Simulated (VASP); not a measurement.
# InAs in VASP: relaxation of the atoms with PBEsol

Aim: the relaxation of the atoms of InAs with PBEsol.

All numbers are computed with VASP 6.6.1; they aren't measurements. Logs are shortened: lines on timing, memory, paths and dates and some standing lists are left out, and cuts for length are marked.

### 1 The slab as given

The cell holds a slab with vacuum, 10 atoms: a = 6.036 Å, b = 4.268 Å, c = 24.536 Å, α = 90.00°, β = 90.00°, γ = 90.00°.

### 2 Relaxation of the atoms, PBEsol

INCAR

```
PREC = Accurate
ENCUT = 520
EDIFF = 1E-6
ISMEAR = 1
SIGMA = 0.1
LREAL = F
LASPH = T
NELM = 80
ALGO = Fast
ISIF = 2
LWAVE = F
LCHARG = F
LDIPOL = T
IDIPOL = 3
DIPOL = 0.5 0.5 0.500
GGA = PS
IBRION = 2
NSW = 100
EDIFFG = -0.015
KPAR = 8
```

KPOINTS

```
regular mesh
0
Gamma
  6 8 1
```

POSCAR

```
InAs
1.0
    6.0360000000      0.0000000000      0.0000000000
    0.0000000000      4.2680965310      0.0000000000
    0.0000000000      0.0000000000     24.5361930620
In As
5 5
Direct
    0.5000000000      0.5000000000      0.3260489506
    0.0000000000      0.0000000000      0.4130244753
    0.5000000000      0.5000000000      0.5000000000
    0.0000000000      0.0000000000      0.5869755247
    0.5000000000      0.5000000000      0.6739510494
    0.7500000000      1.0000000000      0.3260489506
    0.2500000000      0.5000000000      0.4130244753
    0.7500000000      0.0000000000      0.5000000000
    0.2500000000      0.5000000000      0.5869755247
    0.7500000000      0.0000000000      0.6739510494
```

Potentials or basis: VASP PAW PBE potentials, release 64 (In_d, As).

Started as:

```console
$ cat potpaw_PBE.64/In_d/POTCAR potpaw_PBE.64/As/POTCAR > POTCAR
$ mpirun -np 8 vasp_std > vasp.out
```

OUTCAR:

```text
PREC = Accurate
   ENCUT = 520
   EDIFF = 1E-6
   ISMEAR = 1
   LREAL = F
   LASPH = T
   NELM = 80
   ISIF = 2
   GGA = PS
   IBRION = 2
   NSW = 100
   EDIFFG = -0.015

 ion  position               nearest neighbor table
   1  0.500  0.500  0.326-   6 2.61   6 2.61   7 2.61
   2  0.000  0.000  0.413-   7 2.61   7 2.61   8 2.61   6 2.61
   3  0.500  0.500  0.500-   8 2.61   8 2.61   9 2.61   7 2.61
   4  0.000  0.000  0.587-   9 2.61   9 2.61  10 2.61   8 2.61
   5  0.500  0.500  0.674-  10 2.61  10 2.61   9 2.61
   6  0.750  0.000  0.326-   1 2.61   1 2.61   2 2.61
   7  0.250  0.500  0.413-   2 2.61   2 2.61   3 2.61   1 2.61
   8  0.750  0.000  0.500-   3 2.61   3 2.61   4 2.61   2 2.61
   9  0.250  0.500  0.587-   4 2.61   4 2.61   5 2.61   3 2.61
  10  0.750  0.000  0.674-   5 2.61   5 2.61   4 2.61

  LATTYP: Found a simple orthorhombic cell.
 ALAT       =     4.2680965310
 B/A-ratio  =     1.4142135625
 C/A-ratio  =     5.7487437043

  Lattice vectors:

 A1 = (   0.0000000000,  -4.2680965310,   0.0000000000)
 A2 = (   6.0360000000,   0.0000000000,   0.0000000000)
 A3 = (   0.0000000000,   0.0000000000,  24.5361930620)

Analysis of symmetry for initial positions (statically):
=====================================================================
 Subroutine PRICEL returns:
 Original cell was already a primitive cell.

 Routine SETGRP: Setting up the symmetry group for a
 simple orthorhombic supercell.

 Subroutine GETGRP returns: Found  4 space group operations
 (whereof  4 operations were pure point group operations)
 out of a pool of  8 trial point group operations.

The static configuration has the point symmetry C_2v.

Analysis of symmetry for dynamics (positions and initial velocities):
=====================================================================
 Subroutine PRICEL returns:
 Original cell was already a primitive cell.

 Routine SETGRP: Setting up the symmetry group for a
 simple orthorhombic supercell.

 Subroutine GETGRP returns: Found  4 space group operations
 (whereof  4 operations were pure point group operations)
 out of a pool of  8 trial point group operations.

The dynamic configuration has the point symmetry C_2v.

 Subroutine INISYM returns: Found  4 space group operations
 (whereof  4 operations are pure point group operations),
 and found     1 'primitive' translations

----------------------------------------------------------------------------------------

                                     Primitive cell

  volume of cell :     632.1071

  direct lattice vectors                    reciprocal lattice vectors
     6.036000000  0.000000000  0.000000000     0.165672631  0.000000000  0.000000000
     0.000000000  4.268096531  0.000000000     0.000000000  0.234296482  0.000000000
     0.000000000  0.000000000 24.536193062     0.000000000  0.000000000  0.040756119

  length of vectors
     6.036000000  4.268096531 24.536193062     0.165672631  0.234296482  0.040756119

  position of ions in fractional coordinates (direct lattice)
     0.500000000  0.500000000  0.326048951
     0.000000000  0.000000000  0.413024475
     0.500000000  0.500000000  0.500000000
     0.000000000  0.000000000  0.586975525
     0.500000000  0.500000000  0.673951049
     0.750000000  0.000000000  0.326048951
     0.250000000  0.500000000  0.413024475
     0.750000000  0.000000000  0.500000000
     0.250000000  0.500000000  0.586975525
     0.750000000  0.000000000  0.673951049

  ion indices of the primitive-cell ions
   primitive index   ion index
                 1           1
                 2           2
                 3           3
                 4           4
[... 62 lines left out ...]
   NGXF,Y,Z  is equivalent  to a cutoff of  26.44, 24.93, 26.02 a.u.
 SYSTEM =  unknown system
   PREC   = accura    normal or accurate (medium, high low for compatibility)
   ISTART =      0    job   : 0-new  1-cont  2-samecut
   ICHARG =      2    charge: 1-file 2-atom 10-const
   ISPIN  =      1    spin polarized calculation?
   LNONCOLLINEAR =      F non collinear calculations
   LSORBIT =      F    spin-orbit coupling
   LASPH  =      T    aspherical Exc in radial PAW
   ENCUT  =  520.0 eV  38.22 Ry    6.18 a.u.  11.22  7.94 45.62*2*pi/ulx,y,z
   NELM   =     80;   NELMIN=  2; NELMDL= -5     # of ELM steps
   EDIFF  = 0.1E-05   stopping-criterion for ELM
   LREAL  =      F    real-space projection
   EDIFFG = -.1E-01   stopping-criterion for IOM
   NSW    =    100    number of steps for IOM
   IBRION =      2    ionic relax: 0-MD 1-quasi-New 2-CG
   NFREE  =      1    steps in history (QN), initial steepest desc. (CG)
   ISIF   =      2    stress and relaxation
   ISYM   =      2    0-nonsym 1-usesym 2-fastsym
   POTIM  = 0.5000    time-step for ionic-motion
   TEBEG  =    0.0;   TEEND  =   0.0 temperature during run
   PSTRESS=    0.0 pullay stress
   NELECT =      90.0000    total number of electrons
   NUPDOWN=      -1.0000    fix difference up-down
   EMIN   =  10.00;   EMAX   =-10.00  energy-range for DOS
   EFERMI =   0.00;   METHOD = LEGACY
   ISMEAR =     1;   SIGMA  =   0.10  broadening in eV -4-tet -1-fermi 0-gaus
   EFERMI_NEDOS =   21; number of points for ismear=-14 and -15
   IALGO  =     68    algorithm
   IMIX   =      4    mixing-type and parameters
     AMIX     =   0.40;   BMIX     =  1.00
     AMIX_MAG =   1.60;   BMIX_MAG =  1.00
  volume/ion in A,a.u.               =      63.21       426.57
  Fermi-wavevector in a.u.,A,eV,Ry     =   0.854854  1.615440  9.942810  0.730776
  Thomas-Fermi vector in A             =   1.971514
   LORBIT       =      0    0 simple, 1 ext, 2 COOP (PROOUT), +10 PAW based schemes
   GGA     = PS    functional components
   LHFCALC =     F    Hartree Fock is set to
   AEXX    =    0.0000 exact exchange contribution
   IVDW    =     0    specifies the selected vdW correction
   LEPSILON=     F    determine dielectric tensor
   LRPA    =     F    only Hartree local field effects (RPA)
 conjugate gradient relaxation of ions
 non-spin polarized calculation
 RMM-DIIS sequential band-by-band and
 Methfessel and Paxton  Order N= 1 SIGMA  =   0.10
  energy-cutoff  :      520.00
  volume of cell :      632.11
 maximum number of plane-waves:     17092
 NGX is ok and might be reduce to    48
   NGX = 23   NGY = 15   NGZ = 91

--------------------------------------- Ionic step        1  -------------------------------------------

 number of electron      90.0000037 magnetization

 Free energy of the ion-electron system (eV)
  ---------------------------------------------------
  ext. energy  EPLUGINS =         0.00000000
  ---------------------------------------------------
  free energy    TOTEN  =       -39.33975252 eV

  energy without entropy =      -39.34471079  energy(sigma->0) =      -39.34140527

------------------------ aborting loop because EDIFF is reached ----------------------------------------

  FORCE on cell =-STRESS in cart. coord.  units (eV):
  Direction    XX          YY          ZZ          XY          YZ          ZX
  --------------------------------------------------------------------------------------
  -------------------------------------------------------------------------------------
  Total       -0.1739724      0.3855532      3.6517336      0.0000000      0.0000000      0.0000000
  in kB       -0.4409610      0.9772467      9.2559079      0.0000000      0.0000000      0.0000000
  external PRESSURE =       3.2640645 kB  Pullay stress =       0.0000000 kB
[... 113 lines left out ...]
  FREE ENERGIE OF THE ION-ELECTRON SYSTEM (eV)
  ---------------------------------------------------
  free  energy   TOTEN  =       -40.0415410044 eV

  energy  without entropy=      -40.0454042674  energy(sigma->0) =      -40.04282876

[... ionic steps 4 to 17 ...]

--------------------------------------- Ionic step       18  -------------------------------------------

 number of electron      90.0000031 magnetization

------------------------ aborting loop because EDIFF is reached ----------------------------------------
[... 39 lines left out ...]
--------------------------------------- Ionic step       19  -------------------------------------------

 number of electron      90.0000031 magnetization

 dipolmoment           0.000000      0.000000      0.000000 electrons x Angstroem

------------------------ aborting loop because EDIFF is reached ----------------------------------------

  FORCE on cell =-STRESS in cart. coord.  units (eV):
  Direction    XX          YY          ZZ          XY          YZ          ZX
  --------------------------------------------------------------------------------------
  -------------------------------------------------------------------------------------
  Total       -0.0983231     -0.3589980     -0.1722400      0.0000000      0.0000000      0.0000000
  in kB       -0.2492157     -0.9099383     -0.4365700      0.0000000      0.0000000      0.0000000
  external PRESSURE =      -0.5319080 kB  Pullay stress =       0.0000000 kB
[... 31 lines left out ...]
--------------------------------------- Ionic step       20  -------------------------------------------

 number of electron      90.0000031 magnetization

 dipolmoment           0.000000      0.000000     -0.000000 electrons x Angstroem

 Free energy of the ion-electron system (eV)
  ---------------------------------------------------
  ext. energy  EPLUGINS =         0.00000000
  ---------------------------------------------------
  free energy    TOTEN  =       -40.66624979 eV

  energy without entropy =      -40.66637309  energy(sigma->0) =      -40.66629089

 E-fermi :  -0.6954     XC(G=0):  -4.5900

 val. band max:       -0.7794888878   @ k =   0.0000   0.0000   0.0000
 cond. band min:      -0.1660204627   @ k =   0.0000   0.0000   0.0000
 fundamental gap:      0.6134684251
 Fermi energy:        -0.6954211538

 k-point     1 :       0.0000    0.0000    0.0000
  band No.  band energies     occupation
      1     -15.3101      2.00000
      2     -15.3064      2.00000
      3     -15.2600      2.00000
      4     -15.2317      2.00000
      5     -15.1734      2.00000
      6     -15.1655      2.00000
[... 1129 lines left out ...]
     53       3.2733      0.00000
     54       3.5315      0.00000

------------------------ aborting loop because EDIFF is reached ----------------------------------------

 vacuum level on the upper side and lower side of the slab       (xc-potential included)        -0.030        -0.030

  FORCE on cell =-STRESS in cart. coord.  units (eV):
  Direction    XX          YY          ZZ          XY          YZ          ZX
  --------------------------------------------------------------------------------------
  -------------------------------------------------------------------------------------
  Total       -0.0837268     -0.4107459     -0.1249321      0.0000000      0.0000000      0.0000000
  in kB       -0.2122192     -1.0411017     -0.3166604      0.0000000      0.0000000      0.0000000
  external PRESSURE =      -0.5233271 kB  Pullay stress =       0.0000000 kB
[... 25 lines left out ...]
  FREE ENERGIE OF THE ION-ELECTRON SYSTEM (eV)
  ---------------------------------------------------
  free  energy   TOTEN  =       -40.6662497875 eV

  energy  without entropy=      -40.6663730861  energy(sigma->0) =      -40.66629089

 reached required accuracy - stopping structural energy minimisation

 vacuum level on the upper side and lower side of the slab         3.957         3.957
```

Run time: 32 min. Hardware: 8 MPI ranks of Intel Xeon 6975P-C (Granite Rapids), shared host; peak memory 1.1 GiB.

Results:

| Property | Result |
| --- | --- |
| Free energy | -40.6662 eV |
| Energy gained by relaxing | 132.6 meV/atom |
| Ionic steps | 20 |
| Largest force after relaxing | 0.015 eV/Å |
| Band gap on the k mesh | 0.61 eV, direct |

Forces on the atoms (eV/Å):
```
In   0.014  0.000  0.002
In  -0.007  0.000 -0.007
In  -0.004  0.000  0.000
In  -0.007  0.000  0.007
In   0.014  0.000 -0.002
As  -0.006  0.000  0.005
As  -0.002  0.000 -0.003
As   0.006  0.000  0.000
As  -0.002  0.000  0.003
As  -0.006  0.000 -0.005
```

Step by step:
| step | energy change (eV) | largest force (eV/Å) | pressure (GPa) |
| --- | --- | --- | --- |
| 1 | 0.0000 | 1.2594 | 0.33 |
| 2 | -0.3190 | 1.0554 | 0.33 |
| 3 | -0.7018 | 0.9426 | 0.35 |
| 4 | -0.7261 | 1.2203 | 0.36 |
| 5 | -1.0016 | 0.9423 | 0.12 |
| 6 | -1.2395 | 0.5961 | -0.39 |
| 7 | -1.3113 | 0.1584 | -0.29 |
| 8 | -1.3113 | 0.1669 | -0.30 |
| 9 | -1.3173 | 0.0921 | -0.25 |
| 10 | -1.3183 | 0.1083 | -0.22 |
| 11 | -1.3209 | 0.0803 | -0.19 |
| 12 | -1.3223 | 0.0588 | -0.16 |
| 13 | -1.3225 | 0.0722 | -0.13 |
| 14 | -1.3246 | 0.0616 | -0.11 |
| 15 | -1.3252 | 0.0579 | -0.08 |
| 16 | -1.3251 | 0.0962 | -0.05 |
| 17 | -1.3253 | 0.0622 | -0.07 |
| 18 | -1.3263 | 0.0291 | -0.05 |
| 19 | -1.3263 | 0.0295 | -0.05 |
| 20 | -1.3265 | 0.0145 | -0.05 |

Final structure:
```
CELL_PARAMETERS angstrom
6.03600 0.00000 0.00000
0.00000 4.26810 0.00000
0.00000 0.00000 24.53619
ATOMIC_POSITIONS crystal
In 0.55173 0.50000 0.34271
In 0.97184 0.00000 0.40816
In 0.47956 0.50000 0.50000
In 0.97184 0.00000 0.59184
In 0.55173 0.50000 0.65729
As 0.76655 0.00000 0.31242
As 0.22676 0.50000 0.41231
As 0.73669 0.00000 0.50000
As 0.22676 0.50000 0.58769
As 0.76655 0.00000 0.68758
```

Levels at points of the mesh, in eV from the valence-band top:
```
           k point  band 43  band 44  band 45  band 46  band 47  band 48
(0.00, 0.00, 0.00)    -0.57    -0.30     0.00     0.61     1.57     1.63
(0.50, 0.00, 0.00)    -0.90    -0.85    -0.83     1.11     1.26     1.66
(0.00, 0.50, 0.00)    -1.50    -1.29    -0.96     0.73     1.32     1.82
(0.50, 0.50, 0.00)    -1.28    -0.83    -0.74     0.80     1.85     1.97
```

Caveat: the PAW data sets were made with another functional, which shifts forces and pressure a little; spin-orbit coupling is left out, which moves the levels of the heavy elements.
